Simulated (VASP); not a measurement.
A run of VASP 6.6.1 is set up as follows.

Contents of POSCAR:

```
Si                                      
1.0
    0.0000000000      2.7343105175      2.7343105175
    2.7343105175      0.0000000000      2.7343105175
    2.7343105175      2.7343105175      0.0000000000
  Si            
     2
Direct
     0.0000000000000000    0.0000000000000000    0.0000000000000000
     0.2500000000000000    0.2500000000000000    0.2500000000000000
```

Contents of INCAR.step1:

```
SYSTEM = Si
PREC     = Accurate       ! precision mode
ENCUT    = 520            ! plane-wave cutoff, eV
EDIFF    = 1E-5           ! SCF threshold, eV
ISMEAR   = 0              ! smearing method
SIGMA    = 0.02           ! smearing width, eV
LREAL    = .FALSE.        ! projectors in reciprocal space
LASPH    = .TRUE.         ! aspherical terms in the spheres
NELM     = 60             ! most SCF steps
ALGO     = Normal         ! electronic algorithm
ISIF     = 2              ! what is computed and relaxed
LWAVE    = .TRUE.         ! write WAVECAR
GGA      = PE             ! functional
KPAR     = 4
```

INCAR.step2

```
SYSTEM = Si
PREC     = Accurate       ! precision mode
ENCUT    = 520            ! plane-wave cutoff, eV
EDIFF    = 1E-6           ! SCF threshold, eV
ISMEAR   = 0              ! smearing method
SIGMA    = 0.02           ! smearing width, eV
LREAL    = .FALSE.        ! projectors in reciprocal space
LASPH    = .TRUE.         ! aspherical terms in the spheres
NELM     = 60             ! most SCF steps
ALGO     = Normal         ! electronic algorithm
ISIF     = 2              ! what is computed and relaxed
LWAVE    = .FALSE.        ! write WAVECAR
LCHARG   = .TRUE.         ! write CHGCAR
GGA      = PE             ! functional
LHFCALC  = .TRUE.         ! exact exchange
HFSCREEN = 0.2            ! screening, 1/A
PRECFOCK = Fast         
LVHAR    = .TRUE.       
ISTART   = 1            
KPAR     = 4
```

File KPOINTS:

```
regular mesh
0
G
  6 6 6
  0 0 0
```

Potentials or basis: VASP PAW PBE potentials, release 64 (Si).

Command:

```bash
$ cat potpaw_PBE.64/Si/POTCAR > POTCAR
$ cp INCAR.step1 INCAR
$ mpirun -np 4 vasp_std > vasp.out
$ cp INCAR.step2 INCAR
$ mpirun -np 4 vasp_std > vasp.out
```

Predict the band gap on the k mesh.

1.35 eV, indirect (least direct gap 3.33 eV).

What does it give for the pressure?

-1.8 GPa.

Caveat: the PAW data sets were made with another functional, which shifts forces and pressure a little. A k mesh can miss the band edges.
